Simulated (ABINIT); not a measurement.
Crystal: Al.

```
Al
1.0
     2.72176    0.00000    0.00000
     0.00000    2.72176    0.00000
     0.00000    0.00000    2.72176
Al
1
Cartesian
  0.0000 0.0000 0.0000
```

The cell was built by a generator and needn't be a form met in nature.

Base run:

- Program: ABINIT 10.8.3 (patched build)
- Functional: RPBE
- Potentials or basis: JTH PAW PBE v2.0
- Cutoff: 490 eV
- k mesh: 10 × 10 × 10
- Occupations: fermi-dirac, width 0.05 eV
- Spin: no spin polarisation

Its results: band gap on the k mesh none (metal or under the smearing width); pressure 1.2 GPa.

**Question.** After a change of settings the same cell gave: band gap on the k mesh none (metal or under the smearing width); pressure -0.6 GPa. Which change was it?
A. functional from RPBE to WC
B. functional from RPBE to PBE
C. functional from RPBE to revPBE
D. functional from RPBE to LDA

**Answer.** A.

WC binds more tightly than RPBE, so the same cell stands under less pressure.

Caveats: the PAW data sets were made with another functional, which shifts forces and pressure a little.
